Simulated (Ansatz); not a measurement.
input.yaml

```yaml
crystal:
  periodic: [false, false, false]
  atoms:
    - { symbol: F, position_ang: [-0.621201, -0.340918, 1.105195] }
    - { symbol: C, position_ang: [-0.012556, 0.064827, 0.034428] }
    - { symbol: F, position_ang: [0.96631, -0.745581, -0.16099] }
    - { symbol: F, position_ang: [-0.714527, -0.046128, -1.096227] }
    - { symbol: H, position_ang: [0.372442, 1.09211, 0.098927] }
basis:
  gaussian: { orbitals: def2-SVP }
hamiltonian:
  xc: hf
md:
  timestep: 0.5
  n_steps: 150
  ensemble: nve
  temperature: 700.0
  initial_velocities: maxwell_boltzmann
  seed: 583626
```

Run as:

```bash
$ ansatz run input.yaml --threads 1 --pin off --max-ram 2048MiB --backend cpu --events-out ev --progress --plain --runs-dir out
```

Hardware: 1 thread of Arm Neoverse V1, with other jobs on the host.

Problem. Roughly how long does this run take, and how much memory?

Solution. 74 s, with a peak of 0.09 GiB, for 151 ionic steps.
